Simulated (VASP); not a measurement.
# P in VASP: a series of runs

The runs below take P through single point, with r2SCAN.

Everything below comes from runs of VASP 6.6.1. Logs are shortened: lines on timing, memory, paths and dates and some standing lists are left out, and cuts for length are marked.

## Step 1: Starting point

The cell holds a slab with vacuum, 2 atoms: a = 3.273 Å, b = 3.273 Å, c = 28.000 Å, α = 90.00°, β = 90.00°, γ = 120.00°.

The cell was built by a generator and needn't be a form met in nature.

## Step 2: Single point, r2SCAN

The input, POSCAR:

```
P
1.0
    3.2732331495      0.0000000000      0.0000000000
   -1.6366165747      2.8347030600      0.0000000000
    0.0000000000      0.0000000000     28.0000000000
P
2
Direct
    0.3333333333      0.6666666667      0.5218442416
    0.6666666667      0.3333333333      0.4781557584
```

The input, INCAR.step1:

```
SYSTEM = P
PREC     = Accurate       ! precision mode
ENCUT    = 520            ! plane-wave cutoff, eV
ISMEAR   = 0              ! smearing method
SIGMA    = 0.02           ! smearing width, eV
LREAL    = .False.        ! projectors in reciprocal space
LASPH    = .True.         ! aspherical terms in the spheres
NELM     = 80             ! most SCF steps
LDIPOL   = .True.       
IDIPOL   = 3            
DIPOL    = 0.5 0.5 0.500
NBANDS   = 12             ! bands
GGA      = PE             ! functional
ALGO     = Normal         ! electronic algorithm
EDIFF    = 1E-4           ! SCF threshold, eV
LWAVE    = .True.         ! write WAVECAR
LCHARG   = .False.        ! write CHGCAR
```

The input, INCAR.step2:

```
SYSTEM = P
PREC     = Accurate       ! precision mode
ENCUT    = 520            ! plane-wave cutoff, eV
EDIFF    = 1E-6           ! SCF threshold, eV
ISMEAR   = 0              ! smearing method
SIGMA    = 0.02           ! smearing width, eV
LREAL    = .False.        ! projectors in reciprocal space
LASPH    = .True.         ! aspherical terms in the spheres
NELM     = 80             ! most SCF steps
ALGO     = Normal         ! electronic algorithm
ISIF     = 2              ! what is computed and relaxed
LWAVE    = .False.        ! write WAVECAR
LCHARG   = .True.         ! write CHGCAR
LDIPOL   = .True.       
IDIPOL   = 3            
DIPOL    = 0.5 0.5 0.500
METAGGA  = R2SCAN         ! meta-GGA
LMIXTAU  = .True.       
LELF     = .True.         ! ELF
LVHAR    = .True.       
LVACPOTAV= .True.       
NBANDS   = 12             ! bands
ISTART   = 1
```

The input, KPOINTS:

```
Automatic mesh
0
Gamma
  9 9 1
  0 0 0
```

Potentials or basis: VASP PAW PBE potentials, release 64 (P).

Started as:

```console
$ cat potpaw_PBE.64/P/POTCAR > POTCAR
$ cp INCAR.step1 INCAR
$ mpirun -np 1 vasp_std > vasp.out
$ cp INCAR.step2 INCAR
$ mpirun -np 1 vasp_std > vasp.out
```

OUTCAR:

```text
SYSTEM = P
   PREC = Accurate
   ENCUT = 520
   EDIFF = 1E-6
   ISMEAR = 0
   LREAL = .False.
   LASPH = .True.
   NELM = 80
   ISIF = 2
   METAGGA = R2SCAN
   ISTART = 1

 ion  position               nearest neighbor table
   1  0.333  0.667  0.522-   2 2.25   2 2.25   2 2.25
   2  0.667  0.333  0.478-   1 2.25   1 2.25   1 2.25

  LATTYP: Found a hexagonal cell.
 ALAT       =     3.2732331495
 C/A-ratio  =     8.5542332981

  Lattice vectors:

 A1 = (   3.2732331495,   0.0000000000,   0.0000000000)
 A2 = (  -1.6366165747,   2.8347030600,   0.0000000000)
 A3 = (   0.0000000000,   0.0000000000,  28.0000000000)

Analysis of symmetry for initial positions (statically):
=====================================================================
 Subroutine PRICEL returns:
 Original cell was already a primitive cell.

 Routine SETGRP: Setting up the symmetry group for a
 hexagonal supercell.

 Subroutine GETGRP returns: Found 12 space group operations
 (whereof 12 operations were pure point group operations)
 out of a pool of 24 trial point group operations.

The static configuration has the point symmetry D_3d.

Analysis of symmetry for dynamics (positions and initial velocities):
=====================================================================
 Subroutine PRICEL returns:
 Original cell was already a primitive cell.

 Routine SETGRP: Setting up the symmetry group for a
 hexagonal supercell.

 Subroutine GETGRP returns: Found 12 space group operations
 (whereof 12 operations were pure point group operations)
 out of a pool of 24 trial point group operations.

The dynamic configuration has the point symmetry D_3d.

 Subroutine INISYM returns: Found 12 space group operations
 (whereof 12 operations are pure point group operations),
 and found     1 'primitive' translations

----------------------------------------------------------------------------------------

                                     Primitive cell

  volume of cell :     259.8020

  direct lattice vectors                    reciprocal lattice vectors
     3.273233150  0.000000000  0.000000000     0.305508332  0.176385318  0.000000000
    -1.636616575  2.834703060  0.000000000     0.000000000  0.352770636  0.000000000
     0.000000000  0.000000000 28.000000000     0.000000000  0.000000000  0.035714286

  length of vectors
     3.273233150  3.273233149 28.000000000     0.352770636  0.352770636  0.035714286

  position of ions in fractional coordinates (direct lattice)
     0.333333333  0.666666667  0.521844242
     0.666666667  0.333333333  0.478155758

  ion indices of the primitive-cell ions
   primitive index   ion index
                 1           1
                 2           2

----------------------------------------------------------------------------------------

 KPOINTS: Automatic mesh

Automatic generation of k-mesh.
 Grid dimensions read from file:
 generate k-points for:    9    9    1

 Generating k-lattice:

  Cartesian coordinates                     Fractional coordinates (reciprocal lattice)
     0.033945370  0.019598369  0.000000000     0.111111111  0.000000000  0.000000000
     0.000000000  0.039196737  0.000000000     0.000000000  0.111111111  0.000000000
     0.000000000  0.000000000  0.035714286     0.000000000  0.000000000  1.000000000

  Length of vectors
     0.039196737  0.039196737  0.035714286

  Shift w.r.t. Gamma in fractional coordinates (k-lattice)
     0.000000000  0.000000000  0.000000000

 Subroutine IBZKPT returns following result:
 ===========================================

 Found     12 irreducible k-points:

 Following reciprocal coordinates:
            Coordinates               Weight
  0.000000  0.000000  0.000000      1.000000
  0.111111  0.000000  0.000000      6.000000
  0.222222  0.000000  0.000000      6.000000
  0.333333  0.000000  0.000000      6.000000
  0.444444  0.000000  0.000000      6.000000
  0.111111  0.111111  0.000000      6.000000
  0.222222  0.111111  0.000000     12.000000
  0.333333  0.111111  0.000000     12.000000
  0.444444  0.111111  0.000000      6.000000
  0.222222  0.222222  0.000000      6.000000
  0.333333  0.222222  0.000000     12.000000
  0.333333  0.333333  0.000000      2.000000
   k-points           NKPTS =     12   k-points in BZ     NKDIM =     12   number of bands    NBANDS=     12
   number of dos      NEDOS =    301   number of ions     NIONS =      2
   total plane-waves  NPLWV = 120960
   dimension x,y,z NGX =    24 NGY =   24 NGZ =  210
   dimension x,y,z NGXF=    48 NGYF=   48 NGZF=  420
   ions per type =               2
   NGX,Y,Z   is equivalent  to a cutoff of  12.19, 12.19, 12.47 a.u.
   NGXF,Y,Z  is equivalent  to a cutoff of  24.38, 24.38, 24.94 a.u.
 SYSTEM =  P
   PREC   = accura    normal or accurate (medium, high low for compatibility)
   ISTART =      1    job   : 0-new  1-cont  2-samecut
   ICHARG =      0    charge: 1-file 2-atom 10-const
   ISPIN  =      1    spin polarized calculation?
   LNONCOLLINEAR =      F non collinear calculations
   LSORBIT =      F    spin-orbit coupling
   LASPH  =      T    aspherical Exc in radial PAW
   ENCUT  =  520.0 eV  38.22 Ry    6.18 a.u.   6.09  6.09 52.06*2*pi/ulx,y,z
   NELM   =     80;   NELMIN=  2; NELMDL=  0     # of ELM steps
   EDIFF  = 0.1E-05   stopping-criterion for ELM
   LREAL  =      F    real-space projection
   EDIFFG = 0.1E-04   stopping-criterion for IOM
   NSW    =      0    number of steps for IOM
   IBRION =     -1    ionic relax: 0-MD 1-quasi-New 2-CG
   NFREE  =      0    steps in history (QN), initial steepest desc. (CG)
   ISIF   =      2    stress and relaxation
   ISYM   =      2    0-nonsym 1-usesym 2-fastsym
   POTIM  = 0.5000    time-step for ionic-motion
   TEBEG  =    0.0;   TEEND  =   0.0 temperature during run
   PSTRESS=    0.0 pullay stress
   NELECT =      10.0000    total number of electrons
   NUPDOWN=      -1.0000    fix difference up-down
   EMIN   =  10.00;   EMAX   =-10.00  energy-range for DOS
   EFERMI =   0.00;   METHOD = LEGACY
   ISMEAR =     0;   SIGMA  =   0.02  broadening in eV -4-tet -1-fermi 0-gaus
   EFERMI_NEDOS =   21; number of points for ismear=-14 and -15
   IALGO  =     38    algorithm
   IMIX   =      4    mixing-type and parameters
     AMIX     =   0.40;   BMIX     =  1.00
     AMIX_MAG =   1.60;   BMIX_MAG =  1.00
  volume/ion in A,a.u.               =     129.90       876.62
  Fermi-wavevector in a.u.,A,eV,Ry     =   0.552748  1.044543  4.156995  0.305531
  Thomas-Fermi vector in A             =   1.585322
   LORBIT       =      0    0 simple, 1 ext, 2 COOP (PROOUT), +10 PAW based schemes
   METAGGA = R2SCAN    functional components
   LHFCALC =     F    Hartree Fock is set to
   AEXX    =    0.0000 exact exchange contribution
   IVDW    =     0    specifies the selected vdW correction
   LEPSILON=     F    determine dielectric tensor
   LRPA    =     F    only Hartree local field effects (RPA)
 non-spin polarized calculation
 Gauss-broadening in eV      SIGMA  =   0.02
  energy-cutoff  :      520.00
  volume of cell :      259.80
 maximum number of plane-waves:      7052
   NGX = 13   NGY = 13   NGZ =105

 dipolmoment           0.000000      0.000000      0.000000 electrons x Angstroem

 number of electron       9.9999998 magnetization

 dipolmoment           0.000000      0.000000     -0.000000 electrons x Angstroem

 Free energy of the ion-electron system (eV)
  ---------------------------------------------------
  ext. energy  EPLUGINS =         0.00000000
  ---------------------------------------------------
  free energy    TOTEN  =       -17.85433656 eV

  energy without entropy =      -17.85433656  energy(sigma->0) =      -17.85433656

 E-fermi :  -4.6059     XC(G=0):  -1.8318

 val. band max:       -4.7497880063   @ k =   0.2222   0.1111   0.0000
 cond. band min:      -2.5263621627   @ k =   0.3333   0.0000   0.0000
 fundamental gap:      2.2234258436
 Fermi energy:        -4.6058721090

 k-point     1 :       0.0000    0.0000    0.0000
  band No.  band energies     occupation
      1     -19.6626      2.00000
      2     -11.3586      2.00000
      3      -5.1159      2.00000
      4      -4.9918      2.00000
      5      -4.9918      2.00000
      6      -0.5849      0.00000
      7      -0.5849      0.00000
      8      -0.4546      0.00000
      9       1.2701      0.00000
     10       1.6679      0.00000
     11       1.9746      0.00000
     12       2.1108      0.00000

 k-point     2 :       0.1111    0.0000    0.0000
  band No.  band energies     occupation
      1     -19.4526      2.00000
      2     -11.2211      2.00000
      3      -6.4214      2.00000
      4      -5.4230      2.00000
      5      -5.0014      2.00000
      6      -1.0618      0.00000
      7      -0.0218      0.00000
      8       0.8737      0.00000
      9       1.5172      0.00000
     10       1.8900      0.00000
     11       2.1855      0.00000
     12       2.3426      0.00000

 k-point     3 :       0.2222    0.0000    0.0000
  band No.  band energies     occupation
      1     -18.8307      2.00000
      2     -11.0336      2.00000
      3      -8.5393      2.00000
      4      -6.2134      2.00000
      5      -4.7787      2.00000
      6      -1.9949      0.00000
      7       0.8353      0.00000
      8       1.0869      0.00000
      9       2.1821      0.00000
     10       2.6043      0.00000
     11       2.9042      0.00000
     12       3.0327      0.00000
[... 106 lines left out ...]
 k-point    11 :       0.3333    0.2222    0.0000
  band No.  band energies     occupation
      1     -16.0539      2.00000
      2     -13.9180      2.00000
      3      -9.7645      2.00000
      4      -7.4339      2.00000
      5      -5.8349      2.00000
      6      -1.7355      0.00000
      7       0.3331      0.00000
      8       1.3313      0.00000
      9       3.2016      0.00000
     10       5.1333      0.00000
     11       5.6911      0.00000
     12       5.8382      0.00000

 k-point    12 :       0.3333    0.3333    0.0000
  band No.  band energies     occupation
      1     -14.9188      2.00000
      2     -14.9188      2.00000
      3     -10.4059      2.00000
      4      -6.5306      2.00000
      5      -6.5306      2.00000
      6      -2.2676      0.00000
      7       1.2955      0.00000
      8       1.2955      0.00000
      9       4.1530      0.00000
     10       5.6322      0.00000
     11       5.6322      0.00000
     12       5.9657      0.00000

------------------------ aborting loop because EDIFF is reached ----------------------------------------

 vacuum level on the upper side and lower side of the slab       (xc-potential included)        -0.048        -0.048

  FORCE on cell =-STRESS in cart. coord.  units (eV):
  Direction    XX          YY          ZZ          XY          YZ          ZX
  --------------------------------------------------------------------------------------
  -------------------------------------------------------------------------------------
  Total       -0.1542236     -0.1542236     -0.1853089     -0.0000000      0.0000000      0.0000000
  in kB       -0.9510843     -0.9510843     -1.1427843     -0.0000000      0.0000000      0.0000000
  external PRESSURE =      -1.0149843 kB  Pullay stress =       0.0000000 kB

 VOLUME and BASIS-vectors are now :
 -----------------------------------------------------------------------------
  energy-cutoff  :      520.00
  volume of cell :      259.80
      direct lattice vectors                 reciprocal lattice vectors
     3.273233150  0.000000000  0.000000000     0.305508332  0.176385318  0.000000000
    -1.636616575  2.834703060  0.000000000     0.000000000  0.352770636  0.000000000
     0.000000000  0.000000000 28.000000000     0.000000000  0.000000000  0.035714286

 POSITION                                       TOTAL-FORCE (eV/Angst)
 -----------------------------------------------------------------------------------
     -0.00000      1.88980     14.61164        -0.000000      0.000000     -0.144357
      1.63662      0.94490     13.38836         0.000000     -0.000000      0.144357
 -----------------------------------------------------------------------------------
    total drift:                               -0.000000     -0.000000      0.000000

  FREE ENERGIE OF THE ION-ELECTRON SYSTEM (eV)
  ---------------------------------------------------
  free  energy   TOTEN  =       -17.8543365613 eV

  energy  without entropy=      -17.8543365613  energy(sigma->0) =      -17.85433656

 vacuum level on the upper side and lower side of the slab         1.684         1.684
```

Run time: 2.7 min. Hardware: 1 thread of Intel Xeon Platinum 8488C (Sapphire Rapids), shared host; peak memory 0.38 GiB.

Results:

```
Free energy                            : -17.8543 eV
Largest force                          : 0.144 eV/Å
Band gap on the k mesh                 : 2.22 eV, indirect (least direct gap 2.46 eV)
Ionisation potential of the upper face : 6.43 eV
```

Forces in eV/Å, atoms in the order of the input:
```
P    0.000  0.000 -0.144
P    0.000  0.000  0.144
```

Caveat: the PAW data sets were made with another functional, which shifts forces and pressure a little. r2SCAN opens gaps a little over a GGA but as a rule still falls short of measured ones.

(Continued in part 2 of 2.)
